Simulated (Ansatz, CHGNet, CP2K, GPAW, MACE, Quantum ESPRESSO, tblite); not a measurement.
# GPAW on P6_3/mmc (COD entry) MoS2, displaced supercell (54 atoms): settings against a plane-wave reference

Aim: run P6_3/mmc (COD entry) MoS2, displaced supercell (54 atoms) in GPAW and see how near its forces come to a plane-wave reference, and at what cost.

Main program and level: GPAW 26.7.0; the method is named at each step.

The database entry behind the starting cell differs from later determinations by our own check (about 0.3 % long), so it need not match the best structure at ambient conditions.

### Step 1. Starting point

The cell holds 54 atoms: 18 Mo and 36 S. Cell: a = 9.507 Å, b = 9.507 Å, c = 12.324 Å, α = 90.0°, β = 90.0°, γ = 120.0°. It derives from MoS2 (P6_3/mmc (measured, COD)), repeated 3×3×1. P6_3/mmc (COD entry) MoS2 (cell 3.169, 3.169, 12.32, 90, 90, 120), 3 x 3 x 1 conventional cells; every coordinate displaced by a Gaussian of 0.05 Å. Then every atom was moved at random, 0.02 Å r.m.s. a Cartesian component.

The yardstick, on the same geometry:

* method: Kohn-Sham DFT, PBE, SSSP efficiency 1.3.0 pseudopotentials, plane waves (Quantum ESPRESSO 7.5); sssp-pbe-1.3.0-efficiency, cutoffs 45/360 Ry, Γ point
* r.m.s. force component: 1.188 eV/Å
* longest force: 4.818 eV/Å
* pressure: 4.529 GPa
* gap (highest filled to lowest empty level): 0.8429 eV
* time: 3.4 min on 2 MPI ranks of Arm Neoverse V1, shared host
* CPU time: 6.8 min

### Step 2. PBE, LCAO dzp, h 0.2 Å

Method: Kohn-Sham DFT, PBE, PAW, atomic orbitals (dzp).

Input file run.py:

```python
import numpy as np
from ase.io import read
from gpaw import GPAW, FermiDirac

atoms = read("structure.xyz")
atoms.calc = GPAW(
    mode="lcao",
    basis="dzp",
    h=0.2,
    xc="PBE",
    kpts={"size": (1, 1, 1), "gamma": True},
    occupations=FermiDirac(0.05),
    maxiter=200,
    symmetry={"point_group": False},
    txt="gpaw.txt",
)
energy = atoms.get_potential_energy(force_consistent=True)
forces = atoms.get_forces()
print(f"energy {energy:.6f} eV")
print("forces (eV/A)")
for i, (a, f) in enumerate(zip(atoms, forces)):
    print(f"{i:4d} {a.symbol:2s} {f[0]:10.5f} {f[1]:10.5f} {f[2]:10.5f}")
print(f"Fermi level {atoms.calc.get_fermi_level():.4f} eV")
for k in range(len(atoms.calc.get_ibz_k_points())):
    for s in range(atoms.calc.get_number_of_spins()):
        e = atoms.calc.get_eigenvalues(kpt=k, spin=s)
        n = np.searchsorted(e, atoms.calc.get_fermi_level())
        print(f"k {k} spin {s} levels about the Fermi level:", np.round(e[max(n - 6, 0):n], 4).tolist(), "|", np.round(e[n:n + 6], 4).tolist())
```

Input file structure.xyz:

```xyz
54
Lattice="9.50700 0.00000 0.00000 -4.75350 8.23330 0.00000 0.00000 0.00000 12.32400" Properties=species:S:1:pos:R:3 pbc="T T T"
Mo 0.03418 1.85653 3.03429
Mo 1.55254 0.87940 9.11052
S 0.05590 1.74250 7.71396
S 1.53105 0.87890 1.51326
S 1.60564 1.01187 4.54386
S -0.00395 1.86361 10.79545
Mo -1.53766 4.59221 3.09111
Mo 0.02339 3.64620 9.21133
S -1.53229 4.63741 7.63891
S 0.02657 3.70210 1.47605
S 0.07729 3.76575 4.63752
S -1.56984 4.64103 10.80741
Mo -3.08640 7.37531 2.96799
Mo -1.62703 6.29024 9.25717
S -3.24374 7.33842 7.60982
S -1.63577 6.37965 1.56724
S -1.58681 6.45622 4.64800
S -3.08545 7.34962 10.78067
Mo 3.16664 1.82195 3.03836
Mo 4.75911 0.90352 9.32076
S 3.23756 1.78753 7.63607
S 4.69508 0.84449 1.56145
S 4.82870 0.83848 4.62754
S 3.17886 1.83487 10.75183
Mo 1.60649 4.52469 3.20202
Mo 3.17762 3.65954 9.26777
S 1.67152 4.57953 7.72604
S 3.14553 3.67872 1.56490
S 3.12153 3.65559 4.67363
S 1.60526 4.61411 10.77894
Mo 0.08975 7.35382 3.13005
Mo 1.64927 6.35989 9.23314
S -0.01935 7.32838 7.67415
S 1.53220 6.37661 1.45744
S 1.49887 6.41308 4.58983
S 0.06061 7.27997 10.81579
Mo 6.33485 1.77107 3.11354
Mo 7.96439 0.91225 9.23326
S 6.36056 1.82829 7.58000
S 7.98303 0.96494 1.50538
S 7.88991 0.99549 4.47053
S 6.28869 1.81643 10.79348
Mo 4.80227 4.60768 3.19155
Mo 6.37682 3.56617 9.22316
S 4.79566 4.53103 7.73960
S 6.31983 3.62487 1.49182
S 6.27001 3.67625 4.63912
S 4.77964 4.49011 10.81382
Mo 3.12001 7.30343 3.09221
Mo 4.81054 6.43087 9.26691
S 3.20933 7.33809 7.66158
S 4.73696 6.36829 1.57377
S 4.83811 6.41160 4.65231
S 3.13812 7.28211 10.77586
```

Command:

```sh
$ OMP_NUM_THREADS=1 python run.py > output.txt
```

The program printed:

```text
energy -369.430365 eV
forces (eV/A)
   0 Mo   -0.57010    1.24164    0.16626
   1 Mo    2.48707    0.30396    3.43096
   2 S    -1.49001    1.57624   -2.37303
   3 S     0.90148    1.31032   -1.85992
   4 S    -0.14711   -1.17276    1.47065
   5 S     0.46855   -0.58952   -0.07833
   6 Mo   -1.35397   -0.68906   -0.10897
   7 Mo    0.04893    0.74040    0.33303
   8 S    -0.48359   -1.50686   -0.33022
   9 S     0.21757    0.06235    0.53656
  10 S    -1.72869   -1.84119    1.66689
  11 S     0.03501   -2.03050    0.67034
  12 Mo   -2.68401   -1.18874    3.67264
  13 Mo    1.24751    3.70882   -1.36508
  14 S     0.84897   -1.10121   -0.12130
  15 S     2.14675   -0.00769   -1.59286
  16 S     0.26613   -0.06268    0.02626
  17 S    -0.76027    0.09049    0.40098
  18 Mo    0.58134    0.30251    0.50673
  19 Mo    0.41518   -0.37344   -2.74794
  20 S    -0.17777    0.34242    0.29033
  21 S     1.01100    0.71617   -1.19614
  22 S    -1.03524    1.34040    1.57565
  23 S    -0.98382   -0.46705    0.85456
[...]
46 S     1.83507   -0.75092    1.18181
  47 S     0.33927    0.74560    0.05383
  48 Mo    1.37001    0.12028   -1.05925
  49 Mo   -0.98049   -1.12539   -0.08812
  50 S     0.08357   -0.41961    0.03319
  51 S    -0.02081    0.20765   -0.49628
  52 S    -0.23245    1.18725    0.18156
  53 S     1.02531    0.53792    0.77994
Fermi level 8.6840 eV
k 0 spin 0 levels about the Fermi level: [7.2542, 7.5428, 7.5851, 7.7138, 7.7453, 8.2791] | [9.1122, 9.1655, 9.2041, 9.2344, 9.5119, 9.5549]
```

gpaw.txt:

```text
Input parameters:
  mode=LCAO(),
  basis={'default': 'dzp'},
  h=0.2,
  kpts=MonkhorstPack(size=(1, 1, 1), gamma=True),
  maxiter=200,
  occupations=Occupations(name='fermi-dirac', width=0.05, fixmagmom=False),
  symmetry=Symmetry(point_group=False),
  xc=XC(name='PBE')
Unit cell  # Å
| periodic |         x |        y |         z |   lengths |     angles |
|----------|-----------|----------|-----------|-----------|------------|
|      yes |  9.507000 | 0.000000 |  0.000000 |  9.507000 |  90.000000 |
|      yes | -4.753500 | 8.233300 |  0.000000 |  9.506997 |  90.000000 |
|      yes |  0.000000 | 0.000000 | 12.324000 | 12.324000 | 120.000011 |
Number of symmetries: 1
Symmetry operations  # r_c * U_cc + t_c -> r_c
|   | kind |            matrix            |
|---|------|------------------------------|
| 0 |  E   |  1, 0, 0,  0, 1, 0,  0, 0, 1 |
BZ-sampling:
  Number of BZ points: 1
  Number of IBZ points: 1
  Monkhorst-Pack size: [1, 1, 1]
  Monkhorst-Pack shift: [0, 0, 0]
[... lines left out ...]
  Fermi-Dirac:
[... lines left out ...]
FastPoissonSolver using
    Stencil: 8*3+1=25 point O(h^6) finite-difference Laplacian
xc functional:
  name: PBE with 2 nearest neighbor stencil
interpolation: tri-quintic # 5. degree polynomial
Initialization done in: 10.452 s
convergence criteria:
- Maximum [total energy] change in last 3 cyles: 0.0005 eV / valence electron
- Maximum integral of absolute [dens]ity change: 0.0001 electrons / valence electron
- Maximum integral of absolute [eigenst]ate change: 4e-08 eV^2 / valence electron
maximum number of iterations: 200
SCF iterations
|iter     |      energy | eigst |  dens |
|---------|-------------|-------|-------|
|iter:   1| -388.465732 |      c|       |
|iter:   2| -382.120203 |      c| -1.08 |
|iter:   3| -370.605213 |      c| -1.14 |
|iter:   4| -369.975037 |      c| -1.50 |
|iter:   5| -369.776769 |      c| -1.79 |
|iter:   6| -369.482972 |      c| -1.90 |
|iter:   7| -369.462771 |      c| -2.27 |
|iter:   8| -369.432705c|      c| -2.46 |
|iter:   9| -369.431998c|      c| -2.88 |
|iter:  10| -369.430671c|      c| -3.04 |
|iter:  11| -369.430141c|      c| -3.38 |
|iter:  12| -369.430100c|      c| -3.78 |
|iter:  13| -369.430073c|      c| -4.03c|
Converged in 13 steps
SCF loop duration: 197.582 s (15.199 s/step)
Energy contributions relative to reference atoms: (reference = -2373287.623679)
Energy contributions:
  Kinetic:         281.873327
  Coulomb:        -357.531809
  Zero:              4.521148
  External:          0.000000
  Xc:             -298.292448
  Entropy:          -0.000584
  Spinorbit:         0.000000
  ----------------------------
  Free energy:    -369.430365
  Extrapolated:   -369.430073
dipole moment: (6.766690, 0.319127, -0.318434)  # |e|*Ang
Fermi level: 8.684
Eigenvalues  # (at kpt = [0.000, 0.000, 0.000])
| band index |      eig [eV] | occ [0-2] |
|------------|---------------|-----------|
|          0 |       -53.317 |     2.000 |
|        ... |               |           |
|        226 |         6.898 |     2.000 |
|        227 |         7.114 |     2.000 |
[...]
|        241 |         9.607 |     0.000 |
|        ... |               |           |
|        284 |        11.366 |     0.000 |
Gap: 0.833 eV
Transition (v -> c):
  (s=0, k=0, n=233, [0.00, 0.00, 0.00]) -> (s=0, k=0, n=234, [0.00, 0.00, 0.00])
No difference between direct/indirect transitions
Force computation time: 38.439  # s
timing:  # [seconds]
  Total:  246.502  # ━━━━━━━━━━━━━━━━━━━━━━━━━━━━━━━━━━━━━━━━━━━━━━━━━━━━━━━━
  Init:    10.451  # ━━╸
  SCF:    197.582  # ━━━━━━━━━━━━━━━━━━━━━━━━━━━━━━━━━━━━━━━━━━━━━
  Forces:  38.439  # ━━━━━━━━╸
```

Elapsed: 4.1 min, on 1 thread of Arm Neoverse V1, shared host; peak memory 1.1 GiB.

Banners, paths, timers and routine set-up lines are dropped from the logs unmarked, and long logs keep their key lines alone; longer cuts are marked.

Compared with the plane-wave run:

```
r.m.s. force component                           : 1.314 eV/Å
r.m.s. difference of force components            : 247.4 meV/Å
longest difference of force vectors              : 773.8 meV/Å
force difference over r.m.s. force               : 20.82 %
slope of forces against the reference's          : 1.09
correlation of force components                  : 0.9855
gap (highest filled to lowest empty level) : 0.8331 eV
gap difference                                   : -0.0098 eV
```

Length of the force difference by element (eV/Å):

| element | atoms | mean | most |
| --- | --- | --- | --- |
| Mo | 18 | 0.20 | 0.37 |
| S | 36 | 0.49 | 0.77 |

Levels nearest the highest filled one (eV from it): -1.02, -0.74, -0.69, -0.57, -0.53, 0.00, 0.83, 0.89, 0.93, 0.96, 1.23, 1.28.

Local excerpt of 11 atoms (numbers count through the whole input) about S36, picked at random; x, y, z are measured from there.

| atom | x | y | z | distance (Å) | bonds | Fx | Fy | Fz (eV/Å) |
| --- | --- | --- | --- | --- | --- | --- | --- | --- |
| S36 | 0.00 | 0.00 | 0.00 | 0.00 | 3 | -0.59 | -0.42 | 0.04 |
| Mo20 | -0.05 | 1.86 | -1.50 | 2.38 | 6 | 0.42 | -0.37 | -2.75 |
| Mo32 | 1.59 | -0.92 | -1.58 | 2.42 | 6 | -1.13 | 1.49 | -0.98 |
| Mo14 | -1.69 | -0.99 | -1.56 | 2.50 | 6 | 1.25 | 3.71 | -1.37 |
| S54 | 3.08 | 0.00 | -0.04 | 3.08 | 3 | 1.03 | 0.54 | 0.78 |
| S30 | 1.54 | -2.67 | -0.04 | 3.08 | 3 | -0.18 | -0.73 | 0.91 |
| S12 | -1.63 | -2.64 | -0.01 | 3.10 | 3 | 0.04 | -2.03 | 0.67 |
| S42 | 1.47 | 2.77 | -0.02 | 3.14 | 3 | 1.18 | -0.31 | 0.91 |
| S33 | -0.08 | 0.05 | -3.14 | 3.14 | 3 | 0.18 | -0.46 | 0.77 |
| S18 | -3.15 | 0.07 | -0.04 | 3.15 | 3 | -0.76 | 0.09 | 0.40 |
| S24 | -1.64 | 2.79 | -0.06 | 3.23 | 3 | -0.98 | -0.47 | 0.85 |

Atoms are counted from 1 here, from 0 in the log.

Forces lie 21 % from the reference's, at 0.61 times its CPU time (on 1 against 2 cores).

### Step 3. RPBE, LCAO dzp, h 0.2 Å

Method: Kohn-Sham DFT, RPBE, PAW, atomic orbitals (dzp).

run.py, as its differences from that of step 2:

```diff
@@ -9,3 +9,3 @@
     h=0.2,
-    xc="PBE",
+    xc="RPBE",
     kpts={"size": (1, 1, 1), "gamma": True},
```

structure.xyz is that of step 2.

The program printed:

```text
energy -344.826102 eV
forces (eV/A)
   0 Mo   -0.57550    1.26257    0.17266
   1 Mo    2.51740    0.30803    3.47838
   2 S    -1.51023    1.60152   -2.50001
   3 S     0.90817    1.32790   -1.97545
   4 S    -0.15387   -1.18817    1.58093
   5 S     0.47739   -0.59577    0.01179
[...]
51 S    -0.02244    0.20839   -0.59312
  52 S    -0.23725    1.21136    0.26782
  53 S     1.03713    0.54638    0.88262
Fermi level 8.7691 eV
k 0 spin 0 levels about the Fermi level: [7.3501, 7.6398, 7.6828, 7.8059, 7.8373, 8.3575] | [9.2039, 9.2573, 9.2959, 9.3256, 9.6134, 9.6535]
```

gpaw.txt:

```text
Input parameters:
  mode=LCAO(),
  basis={'default': 'dzp'},
  h=0.2,
  kpts=MonkhorstPack(size=(1, 1, 1), gamma=True),
  maxiter=200,
  occupations=Occupations(name='fermi-dirac', width=0.05, fixmagmom=False),
[... lines left out ...]
  Fermi-Dirac:
[... lines left out ...]
convergence criteria:
- Maximum [total energy] change in last 3 cyles: 0.0005 eV / valence electron
[... lines left out ...]
Converged in 13 steps
[... lines left out ...]
  Free energy:    -344.826102
[... lines left out ...]
Fermi level: 8.769
[... lines left out ...]
|        ... |               |           |
|        284 |        11.457 |     0.000 |
Gap: 0.846 eV
Transition (v -> c):
  (s=0, k=0, n=233, [0.00, 0.00, 0.00]) -> (s=0, k=0, n=234, [0.00, 0.00, 0.00])
No difference between direct/indirect transitions
Force computation time: 37.727  # s
timing:  # [seconds]
  Total:  241.623  # ━━━━━━━━━━━━━━━━━━━━━━━━━━━━━━━━━━━━━━━━━━━━━━━━━━━━━━━━
  Init:    10.531  # ━━╸
  SCF:    193.338  # ━━━━━━━━━━━━━━━━━━━━━━━━━━━━━━━━━━━━━━━━━━━━━
  Forces:  37.727  # ━━━━━━━━╸
```

Wall time 4.1 min (1 thread); peak memory 1.1 GiB.

Numbers from this run, and their distance from the reference:

- r.m.s. force component: 1.341 eV/Å
- r.m.s. difference of force components: 295.8 meV/Å
- longest difference of force vectors: 904.7 meV/Å
- force difference over r.m.s. force: 24.89 %
- slope of forces against the reference's: 1.106
- correlation of force components: 0.9799
- gap (highest filled to lowest empty level): 0.8464 eV
- gap difference: 0.0035 eV

Against the first run (21 %), the force difference from the reference is 25 %, at 0.98 times the CPU time; the model has changed, so this is no error of the program alone.

### Step 4. PBE, LCAO dzp, h 0.28 Å

Method: Kohn-Sham DFT, PBE, PAW, atomic orbitals (dzp).

run.py, as its differences from that of step 3:

```diff
@@ -8,4 +8,4 @@
     basis="dzp",
-    h=0.2,
-    xc="RPBE",
+    h=0.28,
+    xc="PBE",
     kpts={"size": (1, 1, 1), "gamma": True},
```

structure.xyz is that of step 3.

The program printed:

```text
energy -344.268963 eV
forces (eV/A)
   0 Mo   -0.57039    1.23316    0.16871
   1 Mo    2.48278    0.30411    3.43750
   2 S    -1.44260    1.52265   -2.26517
   3 S     0.89097    1.30416   -1.94085
   4 S    -0.19014   -1.24258    1.39351
   5 S     0.50411   -0.47190   -0.00462
[...]
51 S    -0.00552    0.18934   -0.54409
  52 S    -0.18634    1.20197    0.18428
  53 S     0.99783    0.47209    0.83466
Fermi level 8.6898 eV
k 0 spin 0 levels about the Fermi level: [7.2603, 7.5505, 7.5928, 7.7218, 7.7534, 8.2884] | [9.1145, 9.1673, 9.2059, 9.2367, 9.5218, 9.5617]
```

gpaw.txt:

```text
Input parameters:
  mode=LCAO(),
  basis={'default': 'dzp'},
  h=0.28,
  kpts=MonkhorstPack(size=(1, 1, 1), gamma=True),
  maxiter=200,
  occupations=Occupations(name='fermi-dirac', width=0.05, fixmagmom=False),
[... lines left out ...]
  Fermi-Dirac:
[... lines left out ...]
convergence criteria:
- Maximum [total energy] change in last 3 cyles: 0.0005 eV / valence electron
[... lines left out ...]
Converged in 13 steps
[... lines left out ...]
  Free energy:    -344.268963
[... lines left out ...]
Fermi level: 8.690
[... lines left out ...]
|        ... |               |           |
|        284 |        11.383 |     0.000 |
Gap: 0.826 eV
Transition (v -> c):
  (s=0, k=0, n=233, [0.00, 0.00, 0.00]) -> (s=0, k=0, n=234, [0.00, 0.00, 0.00])
No difference between direct/indirect transitions
Force computation time: 17.407  # s
timing:  # [seconds]
  Total:  113.451  # ━━━━━━━━━━━━━━━━━━━━━━━━━━━━━━━━━━━━━━━━━━━━━━━━━━━━━━━━
  Init:     9.000  # ━━━━╸
  SCF:     87.017  # ━━━━━━━━━━━━━━━━━━━━━━━━━━━━━━━━━━━━━━━━━━━
  Forces:  17.407  # ━━━━━━━━╸
```

Elapsed: 1.9 min, on 1 thread; peak memory 0.54 GiB.

Numbers from this run, and their distance from the reference:

- r.m.s. force component: 1.313 eV/Å
- r.m.s. difference of force components: 244.1 meV/Å
- longest difference of force vectors: 707.4 meV/Å
- force difference over r.m.s. force: 20.54 %
- slope of forces against the reference's: 1.089
- correlation of force components: 0.9859
- gap (highest filled to lowest empty level): 0.8261 eV
- gap difference: -0.0168 eV
- energy less the same-level run's: 466 meV/atom
- r.m.s. force difference from the same-level run: 46.13 meV/Å

This is a coarse setting, run to see what it loses.

Against the first run (21 %), the force difference from the reference is 21 %, at 0.46 times the CPU time: the change moves forces by 46 meV/Å r.m.s., so most of the difference comes from elsewhere.

### Step 5. PBE, LCAO dzp, h 0.2 Å, other mixer settings

Method: Kohn-Sham DFT, PBE, PAW, atomic orbitals (dzp).

run.py, as its differences from that of step 4:

```diff
@@ -2,3 +2,3 @@
 from ase.io import read
-from gpaw import GPAW, FermiDirac
+from gpaw import GPAW, FermiDirac, Mixer
 
@@ -8,3 +8,3 @@
     basis="dzp",
-    h=0.28,
+    h=0.2,
     xc="PBE",
@@ -12,2 +12,3 @@
     occupations=FermiDirac(0.05),
+    mixer=Mixer(0.03, 7, 100),
     maxiter=200,
```

structure.xyz is that of step 4.

The program printed:

```text
energy -369.430364 eV
forces (eV/A)
   0 Mo   -0.56978    1.24138    0.16537
   1 Mo    2.48790    0.30361    3.43305
   2 S    -1.49282    1.57613   -2.37152
   3 S     0.89986    1.31197   -1.85913
   4 S    -0.14466   -1.17303    1.46970
   5 S     0.46940   -0.58941   -0.07914
[...]
51 S    -0.02050    0.20626   -0.49636
  52 S    -0.22775    1.18695    0.18021
  53 S     1.02289    0.53923    0.77960
Fermi level 8.6842 eV
k 0 spin 0 levels about the Fermi level: [7.2543, 7.5428, 7.5851, 7.7139, 7.7453, 8.2793] | [9.1123, 9.1657, 9.2043, 9.2347, 9.512, 9.5549]
```

gpaw.txt:

```text
Input parameters:
  mode=LCAO(),
  basis={'default': 'dzp'},
  h=0.2,
  kpts=MonkhorstPack(size=(1, 1, 1), gamma=True),
  maxiter=200,
[... lines left out ...]
  occupations=Occupations(name='fermi-dirac', width=0.05, fixmagmom=False),
[... lines left out ...]
  Fermi-Dirac:
[... lines left out ...]
convergence criteria:
- Maximum [total energy] change in last 3 cyles: 0.0005 eV / valence electron
[... lines left out ...]
Converged in 19 steps
[... lines left out ...]
  Free energy:    -369.430364
[... lines left out ...]
Fermi level: 8.684
[... lines left out ...]
|        ... |               |           |
|        284 |        11.366 |     0.000 |
Gap: 0.833 eV
Transition (v -> c):
  (s=0, k=0, n=233, [0.00, 0.00, 0.00]) -> (s=0, k=0, n=234, [0.00, 0.00, 0.00])
No difference between direct/indirect transitions
Force computation time: 37.751  # s
timing:  # [seconds]
  Total:  342.551  # ━━━━━━━━━━━━━━━━━━━━━━━━━━━━━━━━━━━━━━━━━━━━━━━━━━━━━━━━
  Init:    10.492  # ━╸
  SCF:    294.281  # ━━━━━━━━━━━━━━━━━━━━━━━━━━━━━━━━━━━━━━━━━━━━━━━━
  Forces:  37.751  # ━━━━━━
```

Run time: 5.7 min. Hardware: 1 thread; peak memory 1 GiB.

Compared with the plane-wave run:

| Property | Result |
| --- | --- |
| r.m.s. force component | 1.314 eV/Å |
| r.m.s. difference of force components | 247.1 meV/Å |
| longest difference of force vectors | 772.7 meV/Å |
| force difference over r.m.s. force | 20.79 % |
| slope of forces against the reference's | 1.09 |
| correlation of force components | 0.9855 |
| gap (highest filled to lowest empty level) | 0.833 eV |
| gap difference | -0.0099 eV |
| energy less the same-level run's | 0 meV/atom |
| r.m.s. force difference from the same-level run | 1.377 meV/Å |

Against the first run (21 %), the force difference from the reference is 21 %, at 1.4 times the CPU time (19 SCF steps against 13): another solver or mixer reaches the same state.

(Continued in part 2 of 2.)

[Also dropped from logs without a mark: logging warnings of Python, and SIESTA's first energy breakdown and zero terms.]

[Logs are printed without paths, hosts, clocks, repeated set-up lines and the standing remarks that a program may print on its own settings, such as how far it seeks lower states.]

[Hosts, paths, dates, database ids (printed as entryN), source tags and the programs' standing remarks are cut or masked in the printed files.]
